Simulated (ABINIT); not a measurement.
Crystal: BN.

```
CELL_PARAMETERS angstrom
1.25112 0.72234 3.37293
-1.25112 0.72234 3.37293
0.00000 -1.44467 3.37293
ATOMIC_POSITIONS crystal
N 0.66724 0.66724 0.66724
B 0.00033 0.00033 0.00033
```

The cell is a database's computed one.

Base run:

- Program: ABINIT 10.8.3 (patched build)
- Functional: PBE
- Potentials or basis: SG15 NC PBE v1.2
- Cutoff: 1088 eV
- k mesh: 12 × 12 × 12
- Occupations: fermi-dirac, width 0.05 eV
- Spin: no spin polarisation

Its results: band gap on the k mesh 4.32 eV, indirect (least direct gap 4.72 eV); pressure 2.1 GPa; largest force 0.003 eV/Å.

Task: The run is repeated on the same cell with these changes: potentials or basis from SG15 NC PBE v1.2 to PseudoDojo NC SR PBE v0.5 standard; cutoff from 1088 eV to 1143 eV. What comes out?

Result: Band gap on the k mesh 4.31 eV, indirect (least direct gap 4.72 eV); pressure 3.2 GPa; largest force 0.004 eV/Å.

A k mesh can miss the band edges.
